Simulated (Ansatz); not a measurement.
Al$_{2}$Cu (I4/mcm), clamped-ion strain scan

These are results of DFT PBEsol, scalar-relativistic, plane waves, PAW in Ansatz 0.2.0, not measurements. Settings: plane waves to 420 eV, k-mesh 12×12×12 (Γ-centred), Gaussian smearing 0.15 eV. No spin polarisation. Energies are free energies at this smearing, counted from the undisturbed cell; pressure is positive in compression.

The starting cell (relaxed at this level; with this scan's settings it stands at 0.1 GPa; it needn't be the usual structure):

```
Al Cu
1.0
    -2.99655    2.99655    2.41392
     2.99655   -2.99655    2.41392
     2.99655    2.99655   -2.41392
Al Cu
4 2
Direct
  0.15932 0.65932 0.81864
  0.65932 0.84068 0.50000
  0.84068 0.34068 0.18136
  0.34068 0.15932 0.50000
  0.75000 0.75000 0.00000
  0.25000 0.25000 0.00000
```

The cell is strained by ε times the Voigt pattern (0, 0, 0, 0, 1, 0) (xx, yy, zz, yz, xz, xy; engineering shear) with fractional coordinates fixed. The cell is metallic on the mesh throughout.

(ε, ΔE (meV/atom)): (-0.0600, 7.4), (-0.0300, 1.9), (0.0000, 0.0), (0.0150, 0.5), (0.0450, 4.2)